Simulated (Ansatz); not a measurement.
Predict the output of the script below (the Ansatz DFT code, driven from Python).

Script `elastic.py`:
```python
"""Elastic constants of AgI."""

import logging
import sys

import ansatz as az
import numpy as np

logging.basicConfig(stream=sys.stdout, format="%(levelname)s %(message)s")
logger = logging.getLogger("calc")
logger.setLevel(logging.INFO)

FILLING = "fixed"
CUTOFF = 550
KMESH = (6, 6, 6)


def main() -> None:
    lattice = az.Lattice.of(
        (0.0, 3.2365, 3.2365),
        (3.2365, 0.0, 3.2365),
        (3.2365, 3.2365, 0.0),
    )
    sites = [
        ("Ag", (0.0, 0.0, 0.0)),
        ("I", (0.25, 0.25, 0.25)),
    ]
    system = az.Crystal(lattice=lattice)
    for symbol, position in sites:
        system = system.atom(symbol, position)

    base = system.calculation().occupations(FILLING).basis(CUTOFF).pseudopotentials("paw").kpoints(*KMESH)
    done = base.elastic("relaxed_ion").run(threads=1, pin="off")
    elastic = done.elastic

    logger.info("C_ij (GPa), Voigt order xx yy zz yz xz xy")
    for row in elastic.c_gpa:
        print(" ".join(f"{value:8.1f}" for value in row))
    print("smallest eigenvalue of C:", round(elastic.stability.min_eigenvalue_gpa, 1), "GPa; stable:", elastic.stability.stable)
    # averaged moduli need a positive definite tensor
    if elastic.stability.min_eigenvalue_gpa > 0:
        m = elastic.moduli
        logger.info(f"K = {m.k_hill_gpa:.1f}, G = {m.g_hill_gpa:.1f}, E = {m.youngs_gpa:.1f} GPa, Poisson ratio {m.poisson:.3f}, K/G = {m.k_hill_gpa / m.g_hill_gpa:.2f}")
        S = np.linalg.inv(elastic.c_gpa)
        print("Young modulus along x, y, z (GPa):", np.round(1 / np.diag(S)[:3], 1))
        print("linear compressibility along x, y, z (1/TPa):", np.round(1000 * S[:3, :3].sum(axis=1), 2))


if __name__ == "__main__":
    main()
```

```console
$ python elastic.py
INFO C_ij (GPa), Voigt order xx yy zz yz xz xy
    40.3     36.0     36.0     -0.0      0.0      0.0
    36.0     40.3     36.0     -0.0     -0.0     -0.0
    36.0     36.0     40.3     -0.0     -0.0     -0.0
    -0.0      0.0      0.0      7.0     -0.0      0.0
     0.0      0.0     -0.0     -0.0      7.0     -0.0
    -0.0      0.0     -0.0     -0.0     -0.0      7.0
smallest eigenvalue of C: 4.3 GPa; stable: True
INFO K = 37.5, G = 4.4, E = 12.6 GPa, Poisson ratio 0.444, K/G = 8.59
Young modulus along x, y, z (GPa): [6.3 6.3 6.3]
linear compressibility along x, y, z (1/TPa): [8.9 8.9 8.9]
```

Reading the output:
- A positive definite tensor excludes instabilities under uniform strain alone; phonons elsewhere in the zone can still be imaginary.
- Of the deposited cell: the entry's cell lengths or inner coordinates differ somewhat from later room-temperature determinations.
- No functional is typed, so the default, PBE, holds.
- The starting cell is as deposited in a crystallographic database; the results hold for this polymorph, which needn't be the stable one.
- The constants belong to the cell that was strained; where it wasn't relaxed first it may be under stress.
- Finished in 120 s on 1 thread of AMD EPYC 7R13 Processor (Zen 3) (shared host), peak memory 0.56 GiB.

(A comment or docstring line of the script was reworded after the run, the code is as it ran; lines on the test bed's own set-up are left out of the output.)
